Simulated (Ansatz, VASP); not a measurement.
# GaSi23O48 (Ga_Si) in two plane-wave programs, part 2 of 3

Wanted: the spread between two codes on one cell, functional and k mesh. Of the first pair: The structure shown is the start of the Ansatz relaxation below; VASP solves that cell, so the two are compared at the walk's first step.

VASP 6.6.1 and Ansatz 0.2.0.

So far: The starting structure; Ansatz: relaxation, r2SCAN.

**3. VASP: single point, r2SCAN, start cell, pair 1**

Level of this step: r2SCAN, spin-polarised from a ferromagnetic start; plane waves and PAW (Si, O, Ga_d) (VASP).

The same cell, functional and mesh now go to VASP, with its own data sets.

Lines of VASP's logs that name or quote its potential files are left out, and so is its time.

Input file INCAR:

```
SYSTEM = GaSi23O48
PREC = Accurate
ENCUT = 580
EDIFF = 1E-06
NELM = 200
ISMEAR = 0
SIGMA = 0.01
LREAL = Auto
ALGO = Normal
METAGGA = R2SCAN
LASPH = .TRUE.
NELECT = 392
NBANDS = 246
ISPIN = 2
MAGMOM = -0 -0 -0 -0 -0 -0 -0 -0 -0 -0 -0 -0 -0 -0 -0 -0 -0 -0 -0 -0 -0 -0 -0 0.22 0.01 0.06 0.02 0.02 0.22 0.01 0.19 0.01 0.21 0.05 0.02 0.01 0.01 0.01 0.02 0.01 0 0.02 0.04 0.02 0.05 0.07 0.03 0.04 0.03 0.08 0 0.01 0.02 0.01 0.01 0.02 0.01 0.01 0.01 0 0 0.01 0 0.01 0 0 0 0 0 0.01 0.01 -0
LORBIT = 11
LWAVE = .FALSE.
LCHARG = .FALSE.
ISIF = 2
ISYM = 0
NUPDOWN = 2
GGA_COMPAT = .FALSE.
LMIXTAU = .TRUE.
```

Input file POSCAR:

```
GaSi23O48
1.0
    9.8422041343      0.0000000000      0.0000000000
   -4.9211020672      8.5235988096      0.0000000000
    0.0000000000      0.0000000000     10.8330695259
Si O Ga
23 48 1
Direct
    0.2668675567      0.2633759578      0.9963083409
    0.9997021175      0.2348082124      0.3379229674
    0.2367765882      0.0048104094      0.1640271943
    0.0047233899      0.2389707734      0.8313918764
    0.2343468250      0.0027624482      0.6704970353
    0.2611406272      0.7655556234      0.0023156872
    0.9956568353      0.7315588332      0.3303076742
    0.2288356987      0.4984405173      0.1671343469
    0.2675907705      0.7711465716      0.4988985797
    0.9951775269      0.7295969858      0.8346897413
    0.2397966118      0.5041458539      0.6652498613
    0.7646574612      0.2682270777      0.0035641791
    0.5013411822      0.2400684319      0.3328121352
    0.7303788031      0.0011319162      0.1650898663
    0.7602830245      0.2641013556      0.4982202862
    0.5029191708      0.2395935151      0.8355785937
    0.7304294866      0.9954256411      0.6642654681
    0.7643426739      0.7638853195      0.0044220154
    0.5042606076      0.7341034157      0.3311300635
    0.7342973231      0.5019654369      0.1708832382
    0.7646626765      0.7659959303      0.4955084048
    0.5020121114      0.7396476701      0.8354639448
    0.7329724511      0.4957738033      0.6635125883
    0.1321389915      0.2068426775      0.3882775782
    0.2955705236      0.4309757043      0.0628510690
    0.0686509707      0.3654374249      0.2222083034
    0.2048520619      0.1357120420      0.1116903198
    0.3697340445      0.0708922385      0.2753730134
    0.4324303376      0.2939115338      0.4385582488
    0.1398483342      0.2075402702      0.8911753014
    0.2975535880      0.4328014589      0.5569398392
    0.0722691181      0.3663793979      0.7301800271
    0.2047657243      0.1378821348      0.6056928726
    0.3643106600      0.0751648470      0.7774376394
    0.4251240315      0.2964670272      0.9409284207
    0.1297587504      0.7020358576      0.3904716932
    0.2960216446      0.9269497752      0.0625291842
    0.0687283378      0.8620598135      0.2221883645
    0.2044649718      0.6287286767      0.1079862912
    0.3695340742      0.5712866254      0.2722450911
    0.4260368502      0.7931086565      0.4367084499
    0.1388098574      0.7096717167      0.8892579316
    0.2989493272      0.9292534969      0.5596581823
    0.0690735116      0.8614793075      0.7223785448
    0.2079455092      0.6304838039      0.6090943093
    0.3690606147      0.5726700786      0.7778627267
    0.4279051478      0.7891721737      0.9384682685
    0.6290749412      0.2051371773      0.3910038600
    0.7910657039      0.4259320601      0.0631298450
    0.5761716418      0.3640034062      0.2247587347
    0.7016100928      0.1343976911      0.1087964032
    0.8611952410      0.0716307763      0.2771286562
    0.9238637518      0.2921422108      0.4377760143
    0.6306666591      0.2009683982      0.8931536881
    0.7932497091      0.4302000929      0.5630447571
    0.5776379128      0.3696735464      0.7263823039
    0.7014530399      0.1295346044      0.6074312534
    0.8677642499      0.0690712941      0.7763253047
    0.9227349899      0.2899755203      0.9390065277
    0.6317076539      0.7023726871      0.3954238445
    0.7984150424      0.9283101160      0.0575424166
    0.5735640673      0.8613299575      0.2260948288
    0.7086504413      0.6348143690      0.1119834962
    0.8665497685      0.5732719370      0.2788742371
    0.9322224004      0.7921197549      0.4407254092
    0.6350027884      0.7094079784      0.8883234781
    0.7893964862      0.9222128089      0.5592823886
    0.5745037030      0.8633185541      0.7285083864
    0.7105302375      0.6349597301      0.6108481981
    0.8678156902      0.5745178896      0.7702988502
    0.9230535669      0.7931253161      0.9427238490
    0.2605373195      0.2656928195      0.5003107371
```

Input file KPOINTS:

```
Points of the shifted mesh
1
Reciprocal
 0.2500000000  0.2500000000  0.2500000000 1
```

The projector-augmented-wave data sets are Si, O and Ga_d (PBE family, release 64).

Launch:

```sh
> export OMP_NUM_THREADS=3
> mpirun -np 1 vasp_std
```

Numbers of over 12 decimals in the logs are rounded to 6 here.

The program printed:

```text
[banner, memory and clock lines left out]
running    1 mpi-ranks, on    1 nodes
[...]
Offloading initialized ...    1 GPUs detected
[...]
|                                                                             |
|               ----> ADVICE to this user running VASP <----                  |
|                                                                             |
|     You enforced a specific xc type in the INCAR file but a different       |
|     [... a line on the potential file left out ...]
|     I HOPE YOU KNOW WHAT YOU ARE DOING!                                     |
|                                                                             |

 LDA part: xc-table for (None), standard interpolation
 POSCAR, INCAR and KPOINTS ok, starting setup
[...]
entering main loop
       N       E                     dE             d eps       ncg     rms          rms(c)
DAV:   1     0.332102104635E+04    0.33210E+04   -0.21017E+05   984   0.172E+03
DAV:   2    -0.508559098907E+03   -0.38296E+04   -0.36690E+04  1216   0.410E+02
DAV:   3    -0.880917718192E+03   -0.37236E+03   -0.36766E+03  1156   0.147E+02
DAV:   4    -0.894238713497E+03   -0.13321E+02   -0.13251E+02  1256   0.301E+01
DAV:   5    -0.894587877616E+03   -0.34916E+00   -0.34825E+00  1192   0.459E+00BRMIX: very serious problems
 the old and the new charge density differ
 old charge density:   393.00000 new  392.00000
    0.724E+01
DAV:   6    -0.703875196434E+03    0.19071E+03   -0.17302E+02  1408   0.324E+01    0.404E+01
DAV:   7    -0.706874136586E+03   -0.29989E+01   -0.32007E+01  1328   0.132E+01    0.157E+01
DAV:   8    -0.707299859117E+03   -0.42572E+00   -0.76405E+00  1496   0.889E+00    0.865E+00
DAV:   9    -0.707720226638E+03   -0.42037E+00   -0.31058E+00  1480   0.557E+00    0.790E+00
[...]
DAV:  24    -0.707678883649E+03   -0.34724E-05   -0.80136E-05  1400   0.286E-02    0.144E-02
DAV:  25    -0.707678887857E+03   -0.42079E-05   -0.21630E-05  1088   0.119E-02    0.179E-02
DAV:  26    -0.707678887428E+03    0.42923E-06   -0.53691E-06  1104   0.727E-03
   1 F= -.70767889E+03 E0= -.70767888E+03  d E =-.690841E-05  mag=     2.0000
```

OUTCAR, selected parts (step 3):

```text
  Total       13.0173902     19.1993642     10.6854078     -7.5094471     -2.8668199     -2.8424097
  in kB       22.9492029     33.8478065     18.8379997    -13.2388922     -5.0541030     -5.0110688
  external PRESSURE =      25.2116697 kB  Pullay stress =       0.0000000 kB

 POSITION                                       TOTAL-FORCE (eV/Angst)
 -----------------------------------------------------------------------------------
      1.33046      2.24491     10.79308        -2.293688      1.364075      3.382965
      8.68376      2.00141      3.66074        -0.362813     -0.181407     -3.235292
      2.30673      0.04100      1.77692        -0.085942     -1.635111      2.362530
     -1.12951      2.03689      9.00653        -0.594805     -2.930733      1.901735
      2.29290      0.02355      7.26354        -0.349926     -0.115040     -1.542693
     -1.19718      6.52529      0.02509         2.246425     -0.980235     -0.638691
      6.19938      6.23551      3.57825         1.943751      2.367309      0.964934
     -0.20063      4.24851      1.81058         2.279566     -0.591862      0.903823
     -1.16121      6.57294      5.40460        -0.108852     -2.528266     -0.660803
      6.20432      6.21879      9.04225        -0.007229      1.624260     -0.073829
     -0.12083      4.29714      7.20670         0.587602     -1.883176      1.822816
      6.20594      2.28626      0.03861         0.450895     -1.229462     -1.706585
      3.75290      2.04625      3.60538         0.364250     -2.225058     -0.853881
      7.18297      0.00965      1.78843         2.033051     -0.365888      0.171902
[...]
-----------------------------------------------------------------------------------
    total drift:                               -0.033883      0.009208     -0.007226

  FREE ENERGIE OF THE ION-ELECTRON SYSTEM (eV)
  ---------------------------------------------------
  free  energy   TOTEN  =      -707.6788874277 eV

  energy  without entropy=     -707.6788805193  energy(sigma->0) =     -707.67888397

 magnetization (x)
# of ion       s       p       d       tot
------------------------------------------
    1       -0.000  -0.001   0.000  -0.002
    2       -0.001  -0.003   0.000  -0.004
    3       -0.001  -0.001   0.000  -0.002
    4       -0.001  -0.002   0.000  -0.002
    5       -0.002  -0.004   0.000  -0.005
    6       -0.000  -0.001   0.000  -0.001
    7       -0.000  -0.001   0.000  -0.002
    8       -0.001  -0.002   0.000  -0.003
    9       -0.001  -0.002   0.000  -0.003
   10       -0.000  -0.001   0.000  -0.002
   11       -0.002  -0.006   0.000  -0.009
   12       -0.000  -0.001   0.000  -0.001
   13       -0.002  -0.005   0.000  -0.007
[...]
--------------------------------------------------
tot          0.008   1.707   0.042   1.756

[... 3 further parts left out ...]
[key lines of the parts left out:]
E-fermi :   0.6545
```

The run ends at a pressure of 2.52 GPa, with forces up to 11 eV/Å.

**4. Side by side**

Known differences besides the potentials themselves: VASP starts from the moments at which Ansatz ended; VASP keeps PBE cores, Ansatz makes them for the functional; fixed occupations in Ansatz, narrow Gaussian smearing in VASP; the cutoff is 500 eV in Ansatz and 580 eV in VASP (PREC = Accurate, projectors in real space). Total energies have different zeros and are not compared.

Forces on 7 of the 72 atoms, those with the largest forces and the largest differences (eV/Å; atoms numbered as in POSCAR):

| atom | Ansatz x, y, z | VASP x, y, z |
| --- | --- | --- |
| Si1 | -2.305, 1.332, 3.357 | -2.294, 1.364, 3.383 |
| O24 | -2.862, -1.871, -4.072 | -2.959, -1.933, -4.215 |
| O31 | -2.218, 6.492, 3.083 | -2.277, 6.675, 3.166 |
| O33 | 1.555, -7.560, 7.465 | 1.574, -7.708, 7.618 |
| O47 | -3.373, 0.781, 2.863 | -3.397, 0.771, 2.873 |
| O55 | 2.417, -2.770, -3.258 | 2.413, -2.798, -3.265 |
| Ga72 | 1.988, 1.258, -3.274 | 2.019, 1.266, -3.304 |

The forces differ by 30 meV/Å r.m.s., which is 1.8 % of the r.m.s. force of 1.642 eV/Å (both taken over all components). Moments aren't recorded for both runs of this pair, so they may hold unlike magnetic states. The cell carries a charge of +1 e against a uniform background, so its pressure also hangs on how the neutralising background is counted, and in a defect's cell a gap may be the spacing between its levels.

**5. Ansatz: relaxation, r2SCAN**

This run makes the geometry at which the two programs are then compared.

The structure compared here is the end of the Ansatz relaxation.

This is the run of step 2 again, met here at its other cell.

(Continued in part 3 of 3.)

[Lines on the potential files, build, host, timing and source positions are cut from VASP's logs without a mark.]

[Logs are printed without paths, hosts, clocks, repeated set-up lines and the standing remarks that a program may print on its own settings, such as how far it seeks lower states.]

[Hosts, paths, dates, database ids (printed as entryN), source tags and the programs' standing remarks are cut or masked in the printed files.]
